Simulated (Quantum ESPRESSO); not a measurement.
# MoS2 (P6_3/mmc) in Quantum ESPRESSO: further runs

One crystal, MoS2, is run at these levels: PBEsol, LDA; tasks: band structure, single point, equation of state.

Everything below comes from runs of Quantum ESPRESSO 7.5. Logs are shortened: lines on timing, memory, paths and dates and some standing lists are left out, and cuts for length are marked.

**Experimental background.**

From “Multiwavelength excitation Raman Scattering Analysis of bulk and 2 dimensional MoS2: Vibrational properties of atomically thin MoS2 layers”, 2015, arxiv:1506.03228, for a bulk crystal of MoS2 at 300 K: band gap 1.3 eV (indirect).

The runs below are set against these values where they give the same quantity.

## 1. The structure

It takes space group P6_3/mmc (No. 194, hexagonal). Conventional cell: a = 3.169 Å, b = 3.169 Å, c = 12.324 Å, α = 90.00°, β = 90.00°, γ = 120.00°. Around Mo (site symmetry -6m2) lie 6 S at 2.41 Å. Around S (site symmetry 3m) lie 3 Mo at 2.41 Å.

## 2. Band structure, PBEsol

pw.in

```
&CONTROL
  calculation = 'scf'
  prefix = 'pwscf'
  outdir = './tmp'
  pseudo_dir = './pseudo'
  tprnfor = .true.
  tstress = .true.
  disk_io = 'low'
/
&SYSTEM
  ibrav = 0
  celldm(1) = 8
  nat = 6
  ntyp = 2
  ecutwfc = 45
  ecutrho = 360
  nbnd = 36
  occupations = 'smearing'
  smearing = 'fd'
  degauss = 0.00367493
/
&ELECTRONS
  conv_thr = 1.2d-09
  electron_maxstep = 120
  mixing_beta = 0.5
/
ATOMIC_SPECIES
Mo    95.9500 mo_pbesol_v1.uspp.F.UPF
S     32.0600 s_pbesol_v1.4.uspp.F.UPF
CELL_PARAMETERS alat
  0.7485677611174   0.0000000000000   0.0000000000000
 -0.3742838805587   0.6482786975834   0.0000000000000
  0.0000000000000   0.0000000000000   2.9111230949860
ATOMIC_POSITIONS crystal
Mo     0.6666666667    0.3333333333    0.7500000000
Mo     0.3333333333    0.6666666667    0.2500000000
S      0.6666666667    0.3333333333    0.3770000000
S      0.3333333333    0.6666666667    0.8770000000
S      0.6666666667    0.3333333333    0.1230000000
S      0.3333333333    0.6666666667    0.6230000000
K_POINTS automatic
10 10 3 0 0 0
```

bands.in

```
&CONTROL
  calculation = 'bands'
  prefix = 'pwscf'
  outdir = './tmp'
  pseudo_dir = './pseudo'
  disk_io = 'low'
  verbosity = 'high'
/
&SYSTEM
  ibrav = 0
  celldm(1) = 8
  nat = 6
  ntyp = 2
  ecutwfc = 45
  ecutrho = 360
  nbnd = 36
  occupations = 'smearing'
  smearing = 'fd'
  degauss = 0.00367493
/
&ELECTRONS
  conv_thr = 1d-08
  electron_maxstep = 120
  mixing_beta = 0.5
  diago_full_acc = .true.
  startingwfc = 'random'
/
ATOMIC_SPECIES
Mo    95.9500 mo_pbesol_v1.uspp.F.UPF
S     32.0600 s_pbesol_v1.4.uspp.F.UPF
CELL_PARAMETERS alat
  0.7485677611174   0.0000000000000   0.0000000000000
 -0.3742838805587   0.6482786975834   0.0000000000000
  0.0000000000000   0.0000000000000   2.9111230949860
ATOMIC_POSITIONS crystal
Mo     0.6666666667    0.3333333333    0.7500000000
Mo     0.3333333333    0.6666666667    0.2500000000
S      0.6666666667    0.3333333333    0.3770000000
S      0.3333333333    0.6666666667    0.8770000000
S      0.6666666667    0.3333333333    0.1230000000
S      0.3333333333    0.6666666667    0.6230000000
K_POINTS crystal
60
 0.0000000000  0.0000000000  0.0000000000 1
 0.0555555556  0.0000000000  0.0000000000 1
 0.1111111111  0.0000000000  0.0000000000 1
 0.1666666667  0.0000000000  0.0000000000 1
 0.2222222222  0.0000000000  0.0000000000 1
 0.2777777778  0.0000000000  0.0000000000 1
 0.3333333333  0.0000000000  0.0000000000 1
 0.3888888889  0.0000000000  0.0000000000 1
 0.4444444444  0.0000000000  0.0000000000 1
 0.5000000000  0.0000000000  0.0000000000 1
 0.4666666667  0.0666666667  0.0000000000 1
 0.4333333333  0.1333333333  0.0000000000 1
 0.4000000000  0.2000000000  0.0000000000 1
 0.3666666667  0.2666666667  0.0000000000 1
 0.3333333333  0.3333333333  0.0000000000 1
 0.3030303030  0.3030303030  0.0000000000 1
 0.2727272727  0.2727272727  0.0000000000 1
 0.2424242424  0.2424242424  0.0000000000 1
 0.2121212121  0.2121212121  0.0000000000 1
 0.1818181818  0.1818181818  0.0000000000 1
 0.1515151515  0.1515151515  0.0000000000 1
 0.1212121212  0.1212121212  0.0000000000 1
 0.0909090909  0.0909090909  0.0000000000 1
 0.0606060606  0.0606060606  0.0000000000 1
 0.0303030303  0.0303030303  0.0000000000 1
 0.0000000000  0.0000000000  0.0000000000 1
 0.0000000000  0.0000000000  0.5000000000 1
 0.0500000000  0.0000000000  0.5000000000 1
 0.1000000000  0.0000000000  0.5000000000 1
 0.1500000000  0.0000000000  0.5000000000 1
 0.2000000000  0.0000000000  0.5000000000 1
 0.2500000000  0.0000000000  0.5000000000 1
 0.3000000000  0.0000000000  0.5000000000 1
 0.3500000000  0.0000000000  0.5000000000 1
 0.4000000000  0.0000000000  0.5000000000 1
 0.4500000000  0.0000000000  0.5000000000 1
 0.5000000000  0.0000000000  0.5000000000 1
 0.4666666667  0.0666666667  0.5000000000 1
 0.4333333333  0.1333333333  0.5000000000 1
 0.4000000000  0.2000000000  0.5000000000 1
 0.3666666667  0.2666666667  0.5000000000 1
 0.3333333333  0.3333333333  0.5000000000 1
 0.3076923077  0.3076923077  0.5000000000 1
 0.2820512821  0.2820512821  0.5000000000 1
 0.2564102564  0.2564102564  0.5000000000 1
 0.2307692308  0.2307692308  0.5000000000 1
 0.2051282051  0.2051282051  0.5000000000 1
 0.1794871795  0.1794871795  0.5000000000 1
 0.1538461538  0.1538461538  0.5000000000 1
 0.1282051282  0.1282051282  0.5000000000 1
 0.1025641026  0.1025641026  0.5000000000 1
 0.0769230769  0.0769230769  0.5000000000 1
 0.0512820513  0.0512820513  0.5000000000 1
 0.0256410256  0.0256410256  0.5000000000 1
 0.0000000000  0.0000000000  0.5000000000 1
 0.5000000000  0.0000000000  0.5000000000 1
 0.5000000000  0.0000000000  0.2500000000 1
 0.5000000000  0.0000000000  0.0000000000 1
 0.3333333333  0.3333333333  0.0000000000 1
 0.3333333333  0.3333333333  0.5000000000 1
```

Potentials or basis: GBRV 1.5 PBEsol.

On the command line:

```console
> OMP_NUM_THREADS=1 mpirun -n 2 pw.x -nk 2 -in pw.in > pw.out
> OMP_NUM_THREADS=1 mpirun -n 2 pw.x -nk 2 -in bands.in > bands.out
```

pw.out:

```text
This program is part of the open-source Quantum ESPRESSO suite
     for quantum simulation of materials; please cite
         "P. Giannozzi et al., J. Phys.:Condens. Matter 21 395502 (2009);
         "P. Giannozzi et al., J. Phys.:Condens. Matter 29 465901 (2017);
         "P. Giannozzi et al., J. Chem. Phys. 152 154105 (2020);
     in publications or presentations arising from this work. More details at

     Message from routine setup:
     using ibrav=0 with symmetry is DISCOURAGED, use correct ibrav instead

     K-points division:     npool     =       2
     Subspace diagonalization in iterative solution of the eigenvalue problem:
     a serial algorithm will be used

     G-vector sticks info
     --------------------
     sticks:   dense  smooth     PW     G-vecs:    dense   smooth      PW
     Sum         889     439    127                83289    29445    4753

     Using Slab Decomposition

     bravais-lattice index     =            0
     lattice parameter (alat)  =       8.0000  a.u.
     unit-cell volume          =     723.3082 (a.u.)^3
     number of atoms/cell      =            6
     number of atomic types    =            2
     number of electrons       =        52.00
     number of Kohn-Sham states=           36
     kinetic-energy cutoff     =      45.0000  Ry
     charge density cutoff     =     360.0000  Ry
     scf convergence threshold =      1.2E-09
     mixing beta               =       0.5000
     number of iterations used =            8  plain     mixing
     Exchange-correlation= SLA  PW   PSX  PSC
                           (   1   4  10   8   0   0   0)

     celldm(1)=   8.000000  celldm(2)=   0.000000  celldm(3)=   0.000000
     celldm(4)=   0.000000  celldm(5)=   0.000000  celldm(6)=   0.000000

     crystal axes: (cart. coord. in units of alat)
               a(1) = (   0.748568   0.000000   0.000000 )
               a(2) = (  -0.374284   0.648279   0.000000 )
               a(3) = (   0.000000   0.000000   2.911123 )

     reciprocal axes: (cart. coord. in units 2 pi/alat)
               b(1) = (  1.335884  0.771273 -0.000000 )
               b(2) = (  0.000000  1.542546  0.000000 )
               b(3) = (  0.000000 -0.000000  0.343510 )

     PseudoPot. # 1 for Mo read from file:
     mo_pbesol_v1.uspp.F.UPF
     Pseudo is Ultrasoft + core correction, Zval = 14.0
     Generated by new atomic code, or converted to UPF format
     Using radial grid of  889 points,  6 beta functions with:
                l(1) =   0
                l(2) =   0
                l(3) =   1
                l(4) =   1
                l(5) =   2
                l(6) =   2
     Q(r) pseudized with  6 coefficients,  rinner =    1.000   1.000   1.000
                                                       1.000   1.000

     PseudoPot. # 2 for S  read from file:
     s_pbesol_v1.4.uspp.F.UPF
     Pseudo is Ultrasoft + core correction, Zval =  6.0
     Generated by new atomic code, or converted to UPF format
[... 27 lines left out ...]
                       cart. coord. in units 2pi/alat
        k(    1) = (   0.0000000   0.0000000   0.0000000), wk =   0.0066667
        k(    2) = (   0.0000000   0.0000000   0.1145033), wk =   0.0133333
        k(    3) = (   0.0000000   0.1542546   0.0000000), wk =   0.0400000
        k(    4) = (   0.0000000   0.1542546   0.1145033), wk =   0.0800000
        k(    5) = (   0.0000000   0.3085093   0.0000000), wk =   0.0400000
        k(    6) = (   0.0000000   0.3085093   0.1145033), wk =   0.0800000
[... 20 lines left out ...]
        k(   27) = (   0.4007653   0.6941459   0.0000000), wk =   0.0400000
        k(   28) = (   0.4007653   0.6941459   0.1145033), wk =   0.0800000

     Dense  grid:    83289 G-vectors     FFT dimensions: (  40,  40, 144)

     Smooth grid:    29445 G-vectors     FFT dimensions: (  25,  25, 100)

     Initial potential from superposition of free atoms

     starting charge      51.9979, renormalised to      52.0000
     Starting wfcs are   42 randomized atomic wfcs

     Self-consistent Calculation

     iteration #  1     ecut=    45.00 Ry     beta= 0.50
     Davidson diagonalization with overlap
     ethr =  1.00E-02,  avg # of iterations =  4.1

     Threshold (ethr) on eigenvalues was too large:
     Diagonalizing with lowered threshold

     Davidson diagonalization with overlap
     ethr =  3.43E-04,  avg # of iterations =  2.6

     total energy              =    -375.09472995 Ry
     estimated scf accuracy    <       0.21193974 Ry
[... 50 lines left out ...]
     iteration #  9     ecut=    45.00 Ry     beta= 0.50
     Davidson diagonalization with overlap
     ethr =  6.15E-11,  avg # of iterations =  2.8

     End of self-consistent calculation

          k = 0.0000 0.0000 0.0000 (  3661 PWs)   bands (ev):

   -50.5493 -50.5493 -24.7248 -24.7247 -24.4955 -24.4955 -24.4955 -24.4955
    -4.0538  -3.7797  -2.8304  -2.3777   3.9877   5.0409   7.3688   7.6164
     7.6164   7.6294   7.6294   8.7193   8.7193   8.7660   8.7660   9.7183
     9.7252  10.9008  12.9932  12.9932  13.0207  13.0207  13.1742  13.1742
    13.3495  13.3495  16.3255  16.4650
[... 67 lines left out ...]
   -50.5131 -50.5131 -24.8506 -24.8506 -24.6530 -24.6529 -24.5776 -24.5776
    -2.2725  -2.1985  -1.9298  -1.8507   4.4918   4.6517   5.4288   5.5311
     6.1367   6.4335   7.1511   7.1905   8.2644   8.4544   9.0928   9.1758
     9.2858   9.4158  12.4395  12.4879  12.6805  12.9126  13.7885  14.2136
    14.3749  14.5765  16.7270  17.1313

          k = 0.0000-0.7713 0.0000 (  3678 PWs)   bands (ev):

   -50.5093 -50.5093 -24.8870 -24.8869 -24.6453 -24.6453 -24.5862 -24.5862
    -2.0354  -1.9253  -1.8664  -1.7680   4.1958   4.5094   5.1976   5.4217
     5.7611   6.4314   7.0134   7.0939   8.1670   8.4243   9.1740   9.3760
     9.4692   9.6007  12.4933  12.5397  12.8819  13.1553  13.6934  14.3253
    14.6278  14.7677  16.0693  16.3714

          k = 0.0000-0.7713 0.1145 (  3678 PWs)   bands (ev):

   -50.5093 -50.5093 -24.8870 -24.8870 -24.6454 -24.6453 -24.5862 -24.5861
    -2.0171  -1.9691  -1.8254  -1.7833   4.2658   4.4222   5.2180   5.3009
     6.0045   6.3104   7.0325   7.0727   8.2191   8.3455   9.2245   9.3255
     9.5099   9.5741  12.5032  12.5261  12.9591  13.0955  13.8631  14.3020
    14.4343  14.6549  16.2269  16.4924
[... 123 lines left out ...]
   -50.5050 -50.5050 -24.8068 -24.8068 -24.7205 -24.7205 -24.6369 -24.6369
    -1.7652  -1.7427  -1.6752  -1.6532   4.7723   4.8504   5.2491   5.3281
     6.2857   6.3405   6.5320   6.6232   7.2379   7.4072   8.0816   8.2763
    10.0337  10.1151  12.0526  12.0896  12.9486  13.3860  13.6433  13.6920
    14.9221  15.1133  17.1337  17.5892

     the Fermi energy is    11.2927 ev

!    total energy              =    -375.15000169 Ry
     estimated scf accuracy    <          1.0E-09 Ry
     smearing contrib. (-TS)   =      -0.00000025 Ry
     internal energy E=F+TS    =    -375.15000144 Ry

     The total energy is F=E-TS. E is the sum of the following terms:
     one-electron contribution =    -171.21270849 Ry
     hartree contribution      =     107.72757446 Ry
     xc contribution           =     -71.96987966 Ry
     ewald contribution        =    -239.69498775 Ry

     convergence has been achieved in   9 iterations

     Forces acting on atoms (cartesian axes, Ry/au):

     atom    1 type  1   force =     0.00000000    0.00000000   -0.00000000
     atom    2 type  1   force =    -0.00000000   -0.00000000    0.00000000
     atom    3 type  2   force =     0.00000000    0.00000000   -0.01281318
     atom    4 type  2   force =    -0.00000000   -0.00000000   -0.01281318
     atom    5 type  2   force =     0.00000000    0.00000000    0.01281318
     atom    6 type  2   force =    -0.00000000   -0.00000000    0.01281318

     Total force =     0.025626     Total SCF correction =     0.000067

     Computing stress (Cartesian axis) and pressure

          total   stress  (Ry/bohr**3)                   (kbar)     P=      -32.81
  -0.00024386  -0.00000000   0.00000000          -35.87       -0.00        0.00
  -0.00000000  -0.00024386   0.00000000           -0.00      -35.87        0.00
   0.00000000   0.00000000  -0.00018141            0.00        0.00      -26.69

=------------------------------------------------------------------------------=
   JOB DONE.
=------------------------------------------------------------------------------=
```

Wall time 2.3 min (2 MPI ranks of Arm Neoverse V1, shared host); peak memory 0.48 GiB.

Results:

| Item | Value |
| --- | --- |
| Free energy | -5104.1758 eV |
| Pressure | -3.3 GPa |
| Largest force | 0.329 eV/Å |
| Band gap on the k mesh | 0.88 eV, indirect (least direct gap 1.87 eV) |
| Band gap along the path | 0.83 eV, indirect (least direct gap 1.65 eV) |

Forces in eV/Å, atoms in the order of the input:
```
Mo   0.000  0.000  0.000
Mo   0.000  0.000  0.000
S    0.000  0.000 -0.329
S    0.000  0.000 -0.329
S    0.000  0.000  0.329
S    0.000  0.000  0.329
```

Levels at the corners of the path, in eV from the valence-band top:
```tsv
point	band 24	band 25	band 26	band 27	band 28	band 29
Γ	-1.18	-1.18	0.00	2.09	2.09	2.12
M	-1.52	-1.43	-1.30	1.59	1.64	1.98
K	-2.69	-0.79	-0.62	1.04	1.04	1.78
Γ	-1.18	-1.18	0.00	2.09	2.09	2.12
A	-2.16	-0.27	-0.27	2.10	2.10	2.10
L	-1.63	-1.36	-1.36	1.61	1.61	2.13
H	-2.87	-0.71	-0.71	1.04	1.04	2.25
A	-2.16	-0.27	-0.27	2.10	2.10	2.10
L	-1.63	-1.36	-1.36	1.61	1.61	2.13
M	-1.52	-1.43	-1.30	1.59	1.64	1.98
K	-2.69	-0.79	-0.62	1.04	1.04	1.78
H	-2.87	-0.71	-0.71	1.04	1.04	2.25
```

Caveat: some levels on the path didn't converge; this functional lacks dispersion, which binds the layers, so the pressure and a relaxed spacing across them are unreliable.

## 3. Single point, LDA, 16.79 Å³/atom

Changes to pw.in since step 2:

```diff
@@ -7,3 +7,3 @@
   tstress = .true.
-  disk_io = 'low'
+  disk_io = 'nowf'
 /
@@ -11,3 +11,2 @@
   ibrav = 0
-  celldm(1) = 8
   nat = 6
@@ -27,8 +26,8 @@
 ATOMIC_SPECIES
-Mo    95.9500 mo_pbesol_v1.uspp.F.UPF
-S     32.0600 s_pbesol_v1.4.uspp.F.UPF
-CELL_PARAMETERS alat
-  0.7485677611174   0.0000000000000   0.0000000000000
- -0.3742838805587   0.6482786975834   0.0000000000000
-  0.0000000000000   0.0000000000000   2.9111230949860
+Mo    95.9500 mo_lda_v1.uspp.F.UPF
+S     32.0600 s_lda_v1.4.uspp.F.UPF
+CELL_PARAMETERS angstrom
+   3.1043083785    0.0000000000    0.0000000000
+  -1.5521541893    2.6884099170    0.0000000000
+   0.0000000000    0.0000000000   12.0724192038
 ATOMIC_POSITIONS crystal
```

Potentials or basis: GBRV 1.5 LDA.

On the command line:

```console
> OMP_NUM_THREADS=1 mpirun -n 2 pw.x -nk 2 -in pw.in > pw.out
```

Wall time 43 s (2 MPI ranks of Arm Neoverse V1, shared host); peak memory 0.44 GiB.

It converged, with:

* Free energy: -5112.9218 eV
* Pressure: 4.1 GPa
* Largest force: 0.574 eV/Å
* Band gap on the k mesh: 0.78 eV, indirect (least direct gap 2.02 eV)

Caveat: an odd mesh through Γ misses points on the zone boundary, where band edges often lie.

## 4. Single point, LDA, 17.15 Å³/atom

Changes to pw.in since step 3:

```diff
@@ -29,5 +29,5 @@
 CELL_PARAMETERS angstrom
-   3.1043083785    0.0000000000    0.0000000000
-  -1.5521541893    2.6884099170    0.0000000000
-   0.0000000000    0.0000000000   12.0724192038
+   3.1261704254    0.0000000000    0.0000000000
+  -1.5630852127    2.7073430050    0.0000000000
+   0.0000000000    0.0000000000   12.1574390416
 ATOMIC_POSITIONS crystal
```

On the command line:

```console
> OMP_NUM_THREADS=1 mpirun -n 2 pw.x -nk 2 -in pw.in > pw.out
```

It took 43 s on 2 MPI ranks of Arm Neoverse V1, shared host; peak memory 0.46 GiB.

Results (log left out):

```yaml
Free_energy: -5112.9538 eV
Pressure: 0.4 GPa
Largest_force: 0.196 eV/Å
Band_gap_on_the_k_mesh: 0.81 eV, indirect (least direct gap 1.97 eV)
```

Caveat: an odd mesh through Γ misses points on the zone boundary, where band edges often lie.

## 5. Single point, LDA, 17.51 Å³/atom

Changes to pw.in since step 4:

```diff
@@ -29,5 +29,5 @@
 CELL_PARAMETERS angstrom
-   3.1261704254    0.0000000000    0.0000000000
-  -1.5630852127    2.7073430050    0.0000000000
-   0.0000000000    0.0000000000   12.1574390416
+   3.1477309028    0.0000000000    0.0000000000
+  -1.5738654514    2.7260149261    0.0000000000
+   0.0000000000    0.0000000000   12.2412860984
 ATOMIC_POSITIONS crystal
```

On the command line:

```console
> OMP_NUM_THREADS=1 mpirun -n 2 pw.x -nk 2 -in pw.in > pw.out
```

Wall time 43 s (2 MPI ranks of Arm Neoverse V1, shared host); peak memory 0.46 GiB.

It converged, with:

```
Free energy            : -5112.9391 eV
Pressure               : -2.9 GPa
Largest force          : 0.154 eV/Å
Band gap on the k mesh : 0.83 eV, indirect (least direct gap 1.91 eV)
```

Caveat: an odd mesh through Γ misses points on the zone boundary, where band edges often lie.

## 6. Single point, LDA, 17.86 Å³/atom

Changes to pw.in since step 5:

```diff
@@ -29,5 +29,5 @@
 CELL_PARAMETERS angstrom
-   3.1477309028    0.0000000000    0.0000000000
-  -1.5738654514    2.7260149261    0.0000000000
-   0.0000000000    0.0000000000   12.2412860984
+   3.1690000000    0.0000000000    0.0000000000
+  -1.5845000000    2.7444345046    0.0000000000
+   0.0000000000    0.0000000000   12.3240000000
 ATOMIC_POSITIONS crystal
```

Potentials or basis: GBRV 1.5 LDA.

On the command line:

```console
> OMP_NUM_THREADS=1 mpirun -n 2 pw.x -nk 2 -in pw.in > pw.out
```

Run time: 44 s. Hardware: 2 MPI ranks of Arm Neoverse V1, shared host; peak memory 0.48 GiB.

Results (log left out):

```
Free energy            : -5112.8824 eV
Pressure               : -5.8 GPa
Largest force          : 0.476 eV/Å
Band gap on the k mesh : 0.85 eV, indirect (least direct gap 1.86 eV)
```

Caveat: an odd mesh through Γ misses points on the zone boundary, where band edges often lie.

## 7. Single point, LDA, 18.22 Å³/atom

Changes to pw.in since step 6:

```diff
@@ -29,5 +29,5 @@
 CELL_PARAMETERS angstrom
-   3.1690000000    0.0000000000    0.0000000000
-  -1.5845000000    2.7444345046    0.0000000000
-   0.0000000000    0.0000000000   12.3240000000
+   3.1899873666    0.0000000000    0.0000000000
+  -1.5949936833    2.7626100972    0.0000000000
+   0.0000000000    0.0000000000   12.4056182726
 ATOMIC_POSITIONS crystal
```

On the command line:

```console
> OMP_NUM_THREADS=1 mpirun -n 2 pw.x -nk 2 -in pw.in > pw.out
```

Wall time 49 s (2 MPI ranks of Arm Neoverse V1, shared host); peak memory 0.48 GiB.

Results (log left out):

```yaml
Free_energy: -5112.7883 eV
Pressure: -8.5 GPa
Largest_force: 0.774 eV/Å
Band_gap_on_the_k_mesh: 0.87 eV, indirect (least direct gap 1.82 eV)
```

Caveat: an odd mesh through Γ misses points on the zone boundary, where band edges often lie.

## 8. Single point, LDA, 18.58 Å³/atom

Changes to pw.in since step 7:

```diff
@@ -29,5 +29,5 @@
 CELL_PARAMETERS angstrom
-   3.1899873666    0.0000000000    0.0000000000
-  -1.5949936833    2.7626100972    0.0000000000
-   0.0000000000    0.0000000000   12.4056182726
+   3.2107021507    0.0000000000    0.0000000000
+  -1.6053510754    2.7805496265    0.0000000000
+   0.0000000000    0.0000000000   12.4861764927
 ATOMIC_POSITIONS crystal
```

On the command line:

```console
> OMP_NUM_THREADS=1 mpirun -n 2 pw.x -nk 2 -in pw.in > pw.out
```

Wall time 55 s (2 MPI ranks of Arm Neoverse V1, shared host); peak memory 0.5 GiB.

Results (log left out):

| Item | Value |
| --- | --- |
| Free energy | -5112.6608 eV |
| Pressure | -10.8 GPa |
| Largest force | 1.049 eV/Å |
| Band gap on the k mesh | 0.89 eV, indirect (least direct gap 1.77 eV) |

Caveat: an odd mesh through Γ misses points on the zone boundary, where band edges often lie; forces of over 1 eV/Å show positions far from the minimum, so gaps and moduli don't describe the material at rest.

(Continued in part 2 of 2.)
